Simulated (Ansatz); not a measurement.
# CdS: the cost of one run

Computed with Ansatz 0.2.0 (DFT PBE, scalar-relativistic, plane waves, PAW, unless a step's input says otherwise).

1 further run of the same task is left out (it didn't finish).

## (1) The starting structure

It takes space group P6_3mc (No. 186, hexagonal). Conventional cell: a = 4.197 Å, b = 4.197 Å, c = 6.828 Å, α = 90.00°, β = 90.00°, γ = 120.00°. Cd (site symmetry 3m) is surrounded by 4 S at 2.57 Å. S (site symmetry 3m) is surrounded by 4 Cd at 2.57 Å.

As a file:

```xyz
4
Lattice="4.1971 0.0000 0.0000 -2.0986 3.6348 0.0000 0.0000 0.0000 6.8279" Properties=species:S:1:pos:R:3 pbc="T T T"
Cd    0.0000    2.4232    0.0284
Cd    2.0986    1.2116    3.4424
S     0.0000    2.4232    2.6003
S     2.0986    1.2116    6.0143
```

The cell was relaxed beforehand at this level, from a generated guess; it is a trial structure. At a tolerance of 0.02 Å it has space group P6_3mc (No. 186); it has 26.04 Å³/atom, an uncorrected energy of -0.66 eV/atom over the elements.

## (2) Static run: bands, density of states and charges

The input, input.yaml:

```yaml
crystal:
  lattice:
    - [4.1971167994, 0.0, 0.0]
    - [-2.0985583997, 3.634809771, 0.0]
    - [0.0, 0.0, 6.8279024042]
  atoms:
    - { symbol: Cd, position: [0.3333333333, 0.6666666667, 0.0041597907] }
    - { symbol: Cd, position: [0.6666666667, 0.3333333333, 0.5041597907] }
    - { symbol: S, position: [0.3333333333, 0.6666666667, 0.3808401993] }
    - { symbol: S, position: [0.6666666667, 0.3333333333, 0.8808401993] }
basis:
  ecutwfc: 420
kpoints:
  mp_grid: { grid: [12, 12, 4] }
  band_path:
    path:
      - [[0.0, 0.0, 0.0], [0.5, 0.0, 0.0], [0.33333333, 0.33333333, 0.0], [0.0, 0.0, 0.0], [0.0, 0.0, 0.5], [0.5, 0.0, 0.5], [0.33333333, 0.33333333, 0.5], [0.0, 0.0, 0.5]]
      - [[0.5, 0.0, 0.5], [0.5, 0.0, 0.0]]
      - [[0.33333333, 0.33333333, 0.5], [0.33333333, 0.33333333, 0.0]]
    npoints: 14
hamiltonian:
  xc: pbe
scf:
  occupations: { method: gaussian, width: 0.02 }
  n_extra_bands: 10
output:
  forces: true
  stress: true
  eigenvalues: true
  populations: true
  dos: { projected: true, de: 0.02, nscf_kmesh: { grid: [18, 18, 6] } }
  bader: true
  write_density: true
  write_potential: true
  elf: true
  volumetric_format: npy
```

Launch:

```
> ansatz run input.yaml --threads 1 --pin off --max-ram 2560MiB --backend cpu --events-out ev --progress --plain --runs-dir out
```

**Question.** How long does this run take on 1 thread of Intel Xeon at 2.50GHz (Skylake/Cascade Lake), shared host, and how much memory does it need?

About 3.9 min, with a peak of 0.6 GiB.
